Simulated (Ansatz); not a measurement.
## C: energy along a strain

C, P6/mmm, a = 2.465 Å, c = 3.567 Å. This isn't the element's structure at ambient conditions. Ansatz: PBE+D3(BJ), PAW, 420 eV, Γ-centred 30×30×18 mesh on 2 atoms, Gaussian smearing 0.15 eV; no spin polarisation. Cell vectors (Å): 2.465 0.000 0.000; -1.232 2.135 0.000; 0.000 0.000 3.567. The cell is strained by x per cent times the pattern (0 0 0 0 0 1) in the order xx yy zz yz xz xy (engineering shears), with fractional coordinates held. y is the free energy over the start, V0 = 9.384 Å³/atom. Symmetry makes y even in x.

| x (%) | y (meV/atom) |
| --- | --- |
| -4.00 | 20.23 |
| -2.00 | 5.05 |
| 0.00 | 0.00 |
| 1.00 | 1.26 |
| 2.50 | 7.90 |
| 3.00 | ? |
| 3.50 | 15.48 |

Fit y = c2 x² + c4 x⁴ to the other rows, get the stiffness along the pattern, and predict the missing energy.

Least squares on the rows shown. y = 1.2626 x² + 0.00010552 x⁴. The clamped-ion stiffness p·C·p = 2 × 12.63 eV × 160.2 / 9.384 Å³ = 431 GPa, which is C66 in these axes. At x = 3.00 the fit asked for gives 11.37 meV/atom. The run gave 11.37 meV/atom, the same to the digits shown.

Cost: 7 runs of about 6.2 core-minutes in all, on Arm Neoverse V1 (shared hosts).